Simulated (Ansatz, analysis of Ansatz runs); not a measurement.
# SrCl2(111): segregation of S_Cl, part 3 of 3

Question: does neutral S_Cl prefer the (111) surface of SrCl2 or the inside, and by how much? The same defect is put at one site in each of several layers from the top towards the middle of one slab. Model: a cell of 36 host atoms with 1 Cl taken out and 1 S put in.

Ansatz 0.2.0; plane-wave PAW DFT, PBEsol and LDA; a slab with vacuum, neutral defects.

So far. Step 2 (The clean slab): On a dense mesh the slab's energy differs by 5 meV an atom, so the sampling is kept; the layers are compared at one sampling, where most of this error should cancel, which was not tested. Step 3 (Does the supercell reconstruct?): Atoms end at most 0.00 Å from the small cell's positions, so the small cell's structure is at least a local minimum.

## Step 5: Energies and states

Level of this step: plane-wave PAW DFT, PBEsol, periodic cell with vacuum; single point of a neutral defect in a slab on the structure relaxed with PBEsol (Ansatz).

Single points on the relaxed structures give the energies, all at one sampling, and show where the defect's states lie.

Input file layer2_M1.point.pbesol/input.yaml:

```yaml
crystal:
  lattice:
    - [9.89878, 0.0, 0.0]
    - [4.94939, 8.572596, 0.0]
    - [0.0, 0.0, 23.0]
  atoms:
    - { symbol: Sr, position: [-0.02010499, 0.0010338, 0.66668709] }
    - { symbol: Sr, position: [0.33556887, 0.33674962, 0.33052992] }
[... 7 atom lines left out ...]
    - { symbol: Sr, position: [-0.00040045, 0.49939937, 0.67519663] }
[... 1 atom line left out ...]
    - { symbol: Sr, position: [0.17328897, 0.67288886, 0.50126687] }
[... 2 atom lines left out ...]
    - { symbol: Cl, position: [0.30578121, 0.80581831, 0.70680122] }
[... 1 atom line left out ...]
    - { symbol: S, position: [0.16696047, 0.6659495, 0.63104241] }
[... 10 atom lines left out ...]
    - { symbol: Sr, position: [0.50109325, 0.47987025, 0.66658706] }
[... 7 atom lines left out ...]
    - { symbol: Cl, position: [0.50374017, 0.50236396, 0.2849483] }
basis:
  ecutwfc: 420
  xc_grid: 2
hamiltonian:
  xc: pbesol
kpoints:
  mp_grid: { grid: [1, 1, 1] }
magnetization:
  spin_polarized: true
  initial_magnetization: 1
  spin_locking: { lock_magnetization: hard }
scf:
  occupations: { method: fermi_dirac, width: 0.01 }
  max_iter: 100
output:
  forces: true
  eigenvalues: true
  eigenstates: { localisation: true }
  populations: true
  efg: {}
  write_density: true
  write_potential: true
  volumetric_format: npy
checkpoint:
  write: "../layer2_M1.point.pbesol.run"
  compress: false
  write_wavefunctions: false
  write_every: 100000
```

Run with:

```console
> ansatz run input.yaml --threads 4 --pin off --max-ram 15073MiB --backend cpu --events-out ev --progress --plain --runs-dir out
```

Numbers of over 12 decimals in the logs are rounded to 6 here.

The program printed:

```text
[...]
Sr: output.efg is read without spin–orbit coupling, which moves field gradients at and beside such atoms by some per cent and up to a factor of two; PAW files take it under magnetization.noncollinear and magnetization.spin_orbit
[...]
Crystal: 36 atoms, lattice volume = 1951.740 Å³
Basis set: ecut = 420 eV, 38177 PW (Γ), exchange–correlation on 144×144×320 points (8 copies of the dense FFT grid, shifted against one another)
Bands: 180, of which v1, the nominal top of the filled ones, is band 144 counted from 1 (143 counted from 0)
Symmetry: 1 space group operations
[...]
k-points: 1
[...]
Starting moments: Σ|m| = 1 μB on 36 of 36 sites
[...]
SCF iter   1: F=—  HF=-67278.345999 eV  |F-HF|=—  |Δ(HF+E_count)|=         —  Δρ=1.00e-2 (↑9.61e-3 ↓1.00e-2)  dr2=1.51e1  dr2_m=1.68e-1  M=1.000 μB ∫|m|=1.047 μB  β_m=0.30  ethr=3.10e-3  ⟨swp⟩=19.0  Hψ=2587  notcnv=0  defer=3
[...]
SCF iter  11: F=-67274.695605 eV  HF=-67274.695605 eV  |F-HF|=5.09e-10  |Δ(HF+E_count)|=   1.03e-8  Δρ=1.95e-7 (↑1.30e-7 ↓1.95e-7)  dr2=1.11e-9  dr2_m=2.79e-10  M=1.000 μB ∫|m|=1.074 μB  ethr=5.37e-12  ⟨swp⟩=9.0  Hψ=2223  notcnv=0
SCF 1 converged in 11 iterations: F = -67274.695605 eV  dr2 = 1.11e-9
[...]
WARN: The output density's exchange-correlation potential varies sharply where the density is thin. Do not read a vacuum level from v_tot or v_xc, or from such a field of the output density. [...]
SCF converged after 11 iterations
[...]
Magnetization: 1.0000 μB (144.0000 up, 143.0000 down)
Absolute magnetization: 1.0726 μB (∫|ρ↑−ρ↓|, with the PAW one-centre terms)
[...]
Per-site moments (μB) at R_I (Å): [(0.00175343, 1.203466), (1.9220125972969e-6, 1.209181), (0.000483169, 1.224734), [... 33 left out ...]
Free energy (F): -67274.695605 eV
[...]
Internal energy: -67274.695605 eV  (E = F + TS)
E sigma→0 (E₀):  -67274.695605 eV
Fermi energy:    -0.510239 (↑ 1.157860, ↓ -0.510240) eV
[...]
--- Forces (eV/Å), atoms counted from 1 ---
  atom   1  Sr    -0.00356960     0.00385582    -0.00424068
  atom   2  Sr     0.00079733    -0.00298876    -0.00123753
  [... 2 atoms left out ...]
  atom   5  Cl    -0.00018156    -0.00138555     0.00138826
  [... 4 atoms left out ...]
  atom  10  Sr     0.00017964    -0.00879846     0.00019879
  [... 1 atom left out ...]
  atom  12  Sr    -0.00601907     0.00112815    -0.00163949
  [... 1 atom left out ...]
  atom  14  Cl     0.00004292    -0.00231224     0.00097925
  atom  15  Cl     0.00635051     0.00500941    -0.00006384
  [... 1 atom left out ...]
  atom  17  S     -0.00923565     0.00337320    -0.00134495
  [... 10 atoms left out ...]
  atom  28  Sr     0.00675615    -0.01651605     0.00946027
  [... 3 atoms left out ...]
  atom  32  Cl    -0.00268431     0.00015256     0.00250031
  atom  33  Cl     0.00298573    -0.00401028     0.00249807
  [... 3 atoms left out ...]
  max |Σ_I F_I| component: 7.66e-6 eV/Å
--- PAW observables at the nuclei: V_zz in 10²¹ V/m², potentials from the cell's mean, atoms counted from 1 ---
  atom   1  Sr V_zz =    +4.601202   η = 0.7669   by run symmetry: allowed
            electrostatic potential = -5500.143005 V   contact ρ = 400379.537750 e/Å³   contact ρ_s (e/Å³): all electrons -0.029631, valence -0.029263
  [... 6 lines on atoms farther from the defect left out ...]
  atom   5  Cl V_zz =    +0.718042   η = 0.2893   by run symmetry: allowed
[...]
atom  10  Sr V_zz =    +4.338732   η = 0.2726   by run symmetry: allowed
[...]
atom  12  Sr V_zz =    -2.009772   η = 0.0746   by run symmetry: allowed
[...]
atom  14  Cl V_zz =    +2.806308   η = 0.3508   by run symmetry: allowed
[...]
atom  15  Cl V_zz =    +7.812596   η = 0.6613   by run symmetry: allowed
[...]
atom  17  S  V_zz =   +24.558801   η = 0.0075   by run symmetry: allowed
[...]
atom  28  Sr V_zz =    +4.650768   η = 0.7457   by run symmetry: allowed
[...]
atom  32  Cl V_zz =    +0.693765   η = 0.2810   by run symmetry: allowed
[...]
atom  33  Cl V_zz =    -3.115936   η = 0.2130   by run symmetry: allowed
[...]
--- Band table (eV) ---
[...]
--- Löwdin populations: 36 sites ---
  site symbol       q [e]    m [muB]
     0     Sr      8.3323    -0.0008
     1     Sr      8.3264    -0.0000
  [... 2 atoms left out ...]
     4     Cl      7.7130     0.0003
  [... 4 atoms left out ...]
     9     Sr      8.3280     0.0012
  [... 1 atom left out ...]
    11     Sr      8.3670     0.0013
  [... 1 atom left out ...]
    13     Cl      7.6816     0.0525
    14     Cl      7.6225     0.1748
  [... 1 atom left out ...]
    16      S      6.8495     0.7457
  [... 10 atoms left out ...]
    27     Sr      8.3324    -0.0008
  [... 3 atoms left out ...]
    31     Cl      7.7129     0.0003
    32     Cl      7.7466     0.0009
  [... 3 atoms left out ...]
  spilling = 0.008668 (of n_electrons = 287.000000)
```

Elapsed: 37 s, on 4 threads of Arm Neoverse V1, shared host; peak memory 2.5 GiB; 2.4 min of CPU time.

Reading the cycles: dr2 is the Hartree energy of the density residual (eV), the measure of convergence; HF is the Harris–Foulkes estimate of the energy, which meets the free energy F at convergence.

From eigenstates.tsv, first k-point; energies on the run's zero. The participation number counts the atoms that a state is spread over, of 36; bands count from 0.

```csv
spin,band,energy (eV),occupation,participation,largest share on,share
down,137,-1.939,1.00,8.8,Cl24,0.24
down,138,-1.880,1.00,8.3,Cl18,0.23
down,139,-1.866,1.00,6.2,Cl9,0.27
down,140,-1.843,1.00,15.4,Cl27,0.12
down,141,-0.968,1.00,2.0,S17,0.69
down,142,-0.931,1.00,2.0,S17,0.71
down,143,-0.090,0.00,2.2,S17,0.65
down,144,3.359,0.00,32.6,Cl18,0.04
down,145,3.728,0.00,25.7,Sr30,0.08
down,146,3.741,0.00,27.5,Sr30,0.07
down,147,3.743,0.00,27.8,Sr21,0.08
up,138,-1.883,1.00,8.1,Cl18,0.24
up,139,-1.868,1.00,6.1,Cl9,0.28
up,140,-1.849,1.00,14.7,Cl27,0.13
up,141,-1.190,1.00,2.3,S17,0.65
up,142,-1.157,1.00,2.1,S17,0.67
up,143,-1.036,1.00,2.6,S17,0.56
up,144,3.352,0.00,32.7,Cl18,0.04
up,145,3.716,0.00,25.7,Sr30,0.08
up,146,3.728,0.00,28.1,Sr21,0.08
up,147,3.738,0.00,27.4,Sr21,0.08
up,148,3.752,0.00,20.4,Cl18,0.07
```

Under PBEsol, periodic cell with vacuum at the zone centre alone, the highest filled state is spin down, spread over 2 of 36 atoms, and the lowest empty one, 0.84 eV above it, is spin down, spread over 2 of 36 atoms.

Valence electrons by atom (Löwdin), nearest atoms first, with the excess over far atoms of the same element, which can also hold differences between inequivalent host sites (the log counts sites from 0):

```csv
atom,distance from the centre (Å),electrons,excess
S17,0.07,6.849,-
Sr12,2.92,8.367,0.031
Cl15,3.00,7.622,-0.111
Sr28,3.01,8.332,-0.003
Sr1,3.01,8.332,-0.003
Sr10,3.05,8.328,-0.007
Cl14,3.27,7.682,-0.052
Cl5,3.58,7.713,-0.020
```

The largest moments in the atoms' spheres: S17 0.59, Cl15 0.16, Cl14 0.06, Sr12 0.00, Cl24 0.00, Sr10 0.00 μB.

Isotropic hyperfine couplings from the contact spin densities (Fermi contact term with core polarisation, no dipolar part), the largest:

```csv
atom,isotope,distance from the centre (Å),contact spin density (e/Å³),A (MHz)
Cl15,35Cl,3.00,0.614,39.9
Cl14,35Cl,3.27,0.295,19.2
S17,33S,0.07,0.295,15.0
Sr12,87Sr,2.92,0.0854,-2.5
Sr10,87Sr,3.05,0.0654,-1.9
Sr19,87Sr,5.73,0.0479,-1.4
Cl25,35Cl,6.83,0.0151,1.0
Sr1,87Sr,3.01,-0.0296,0.9
Sr28,87Sr,3.01,-0.0288,0.8
Cl5,35Cl,3.58,-0.0115,-0.7
```

Spin density in the ca plane at fractional y = 0.666, through the centre, with atoms of Sr and Cl and S within 0.45 Å of it.

Ten even steps from '0' (0.00 e/Å³) to '9' (0.28 e/Å³), each cell a mean:
```
00000000000000000000000000000000000000000000
00000000000000000000000000000000000000000000
00000000000000000000000000000000000000000000
00000000000000000000000000000000000000000000
00000000000000000000000000000000000000000000
00000000000000000000000000000000000000000000
00000000000000000000000000000000000000000000
00000000000000000000000000000000000000000000
00000000000000000000000000000000000000000000
00000000000000000000000000000000000000000000
00000000000000000000000000000000000000000000
00000000000000000000000000000000000000000000
00000000000000000000000000000000000000000000
00000000000000000000000000000000000000000000
00000000000000000000000000000000000000000000
00000000000000000000000000000000000000000000
00000000000000000000001100000000000000000000
00000000000000000000014531000000000000000000
00000000000000000000005962000000000000000000
00000000000000000001221552000000000000000000
00000000000000000002683010000000000000000000
00000000000000000002475100000000000000000000
00000000000000000000122100000000000000000000
00000000000000000000000000000000000000000000
```
Columns run along c (16.0 Å, from fractional 0.28 to 0.98 of the cell), rows up along a (9.9 Å). Atoms in or near the plane, at fractional coordinates: Sr at (0.50, 0.17), Cl at (0.37, 0.17), S at (0.63, 0.17), Sr at (0.50, 0.67), Cl at (0.37, 0.67), Cl at (0.63, 0.66).

Electrostatic potential energy in the ca plane at fractional y = 0.666, through the centre, with atoms of Sr and Cl and S within 0.45 Å of it. With pseudopotentials it is smooth inside the atoms' cores, unlike the true potential.

Ten even steps from '0' (-49 eV) to '9' (5 eV), each cell a mean:
```
99999999999999999999999999999999999999999999
99989999999999999999999988999999999999999999
99999999999999999999999998999999999999999999
99999999999999999999999999999999999999999999
99999999999988888999999999999999999999999999
99998778999875457899988899999999999999999999
99985114799730005899742479999999999999999999
99983001698710002788500058999999999999999999
99984002798720004898500059999999999999999999
99998557999863247899853589999999999999999999
99999999999988788999998999999999999999999999
99999999999999999999999999999999999999999999
99999999999999999999999999999999999999999999
99989999999999999999999999999999999999999999
99999999999999999999999999999999999999999999
99999999999999999999999999999999999999999999
99999999999988888999999999999999999999999999
99998778999874457899987789999999999999999999
99985113799730004899732369999999999999999999
99983001698710002798523248999999999999999999
99984002798730004898622258999999999999999999
99998657999874357899864589999999999999999999
99999999999988888999998999999999999999999999
99999999999999999999999999999999999999999999
```
Columns run along c (16.0 Å, from fractional 0.28 to 0.98 of the cell; values clipped at the 3rd and 97th percentile), rows up along a (9.9 Å). Atoms in or near the plane, at fractional coordinates: Sr at (0.50, 0.17), Cl at (0.37, 0.17), S at (0.63, 0.17), Sr at (0.50, 0.67), Cl at (0.37, 0.67), Cl at (0.63, 0.66).

Valence density in the ca plane at fractional y = 0.666, through the centre, with atoms of Sr and Cl and S within 0.45 Å of it. It is the smooth field of the valence electrons, not physical close to the nuclei.

Ten steps, logarithmic in the rise over the least value, from '0' (0.0 e/Å³) to '9' (2.5 e/Å³), each cell a mean:
```
33332111122332233332211223332210000000000000
44432111123333233432111223333221000000000000
33332111123332233332111123333321000000000000
22222222122222222222112222333210000000000000
12234444322234433222234332222110000000000000
11246776532367875323566653211000000000000000
01368888753589997435788875310000000000000000
02468869754699998546887886310000000000000000
01368888753689998546897886310000000000000000
01356887542468886334688874210000000000000000
11234554322234543223456643210000000000000000
22222322212222222222233322211100000000000000
33332111122332223221111223332210000000000000
44332111122333233321111233444310000000000000
33332111122332233221111234554321000000000000
22222222112222222221222234454321000000000000
12234444322234443222344443443210000000000000
11246776532367875334566654322100000000000000
01368888753589997545787775321000000000000000
02468869754699998546785776310000000000000000
01368888753589998545777876310000000000000000
01356887542368875334677765310000000000000000
11234554322234443223455543211000000000000000
22222322212222223322233332221100000000000000
```
Columns run along c (16.0 Å, from fractional 0.28 to 0.98 of the cell), rows up along a (9.9 Å). Atoms in or near the plane, at fractional coordinates: Sr at (0.50, 0.17), Cl at (0.37, 0.17), S at (0.63, 0.17), Sr at (0.50, 0.67), Cl at (0.37, 0.67), Cl at (0.63, 0.66).

Against the clean slab and Cl (Cl2 molecule) and S (S12 rings, Pnnm; not the stable S8 form):

```csv
layer,depth (Å),total moment (μB),formation energy (eV),against the deepest layer (eV)
1,0.00,1,3.22,-0.05
2,1.99,1,3.21,-0.05
3,3.98,1,3.26,0.00
```

## Step 6: The same structures under LDA

LDA on the same structures tests whether the order of the layers belongs to the functional.

layer2_M1.point.lda/input.yaml, as its differences from layer2_M1.point.pbesol/input.yaml of step 5:

```diff
@@ -24,3 +24,3 @@
 hamiltonian:
-  xc: pbesol
+  xc: lda
 kpoints:
@@ -39,8 +39,4 @@
   populations: true
-  efg: {}
-  write_density: true
-  write_potential: true
-  volumetric_format: npy
 checkpoint:
-  write: "../layer2_M1.point.pbesol.run"
+  write: "../layer2_M1.point.lda.run"
   compress: false
```

The program printed:

```text
[...]
Crystal: 36 atoms, lattice volume = 1951.740 Å³
Basis set: ecut = 420 eV, 38177 PW (Γ), exchange–correlation on 144×144×320 points (8 copies of the dense FFT grid, shifted against one another)
Bands: 180, of which v1, the nominal top of the filled ones, is band 144 counted from 1 (143 counted from 0)
Symmetry: 1 space group operations
[...]
k-points: 1
[...]
Starting moments: Σ|m| = 1 μB on 36 of 36 sites
[...]
SCF iter   1: F=—  HF=-66303.916473 eV  |F-HF|=—  |Δ(HF+E_count)|=         —  Δρ=9.93e-3 (↑9.55e-3 ↓9.93e-3)  dr2=1.51e1  dr2_m=1.69e-1  M=1.000 μB ∫|m|=1.046 μB  β_m=0.30  ethr=3.10e-3  ⟨swp⟩=15.5  Hψ=2613  notcnv=0  defer=10
[...]
[... 10 atoms left out ...]
  atom  28  Sr     0.00322277    -0.02122117    -0.07131313
  [... 3 atoms left out ...]
  atom  32  Cl     0.00125845    -0.00527130     0.00737674
  atom  33  Cl    -0.00406125     0.00032586    -0.15838724
  [... 3 atoms left out ...]
  max |Σ_I F_I| component: 2.33e-5 eV/Å
--- Band table (eV) ---
[...]
--- Löwdin populations: 36 sites ---
  site symbol       q [e]    m [muB]
     0     Sr      8.3415    -0.0007
     1     Sr      8.3361    -0.0000
  [... 2 atoms left out ...]
     4     Cl      7.7033     0.0004
  [... 4 atoms left out ...]
     9     Sr      8.3378     0.0012
  [... 1 atom left out ...]
    11     Sr      8.3762     0.0013
  [... 1 atom left out ...]
    13     Cl      7.6694     0.0560
    14     Cl      7.6092     0.1804
  [... 1 atom left out ...]
    16      S      6.8482     0.7340
  [... 10 atoms left out ...]
    27     Sr      8.3416    -0.0007
  [... 3 atoms left out ...]
    31     Cl      7.7032     0.0004
    32     Cl      7.7365     0.0010
  [... 3 atoms left out ...]
  spilling = 0.009080 (of n_electrons = 287.000000)
[key lines of the parts left out:]
SCF converged after 11 iterations
Magnetization: 1.0000 μB (144.0000 up, 143.0000 down)
Free energy (F): -66299.275716 eV
Fermi energy:    -0.743699 (↑ 0.896687, ↓ -0.743721) eV
```

Run time: 27 s. Hardware: 4 threads; peak memory 2.3 GiB.

Against the clean slab and Cl (Cl2 molecule) and S (S12 rings, Pnnm; not the stable S8 form):

```csv
layer,depth (Å),total moment (μB),formation energy (eV),against the deepest layer (eV)
1,0.00,1,3.50,-0.01
2,1.99,1,3.43,-0.07
3,3.98,1,3.50,0.00
```

The highest layer obtained now stands −0.01 eV from the deepest, against −0.05 eV before.

## Step 7: Outcome

```json
{"highest less deepest of the layers obtained (PBEsol)": "-0.05 eV", "layer of the lowest energy (PBEsol)": "2", "highest less deepest of the layers obtained (LDA)": "-0.01 eV", "layer of the lowest energy (LDA)": "2"}
```

Under PBEsol S_Cl is 0.05 eV lower in layer 1 than in layer 3, 4.0 Å down, so the two sites are alike within the accuracy here. The two deepest layers differ by 0.05 eV, a small step, but no smaller than those above it. The functionals give the same layer as lowest. The clean slab's gap at this sampling is 5.18 eV. Limits: neutral states alone; one site a layer, which need not be the same crystallographic site in every layer, at most four layers; one defect on one side of the slab, 9.9 Å from its images and with no dipole correction; the deepest layer of so thin a slab is not yet bulk, and the thickness was not varied; the in-plane lattice is the database's, not relaxed here; no adsorbates, no temperature.

[Logs are printed without paths, hosts, clocks, repeated set-up lines and the standing remarks that a program may print on its own settings, such as how far it seeks lower states.]

[Hosts, paths, dates, database ids (printed as entryN), source tags and the programs' standing remarks are cut or masked in the printed files.]

[Maps of the electrostatic potential energy from Ansatz leave out the sawtooth potential of an applied field or a dipole correction, so their vacuum need not be flat.]
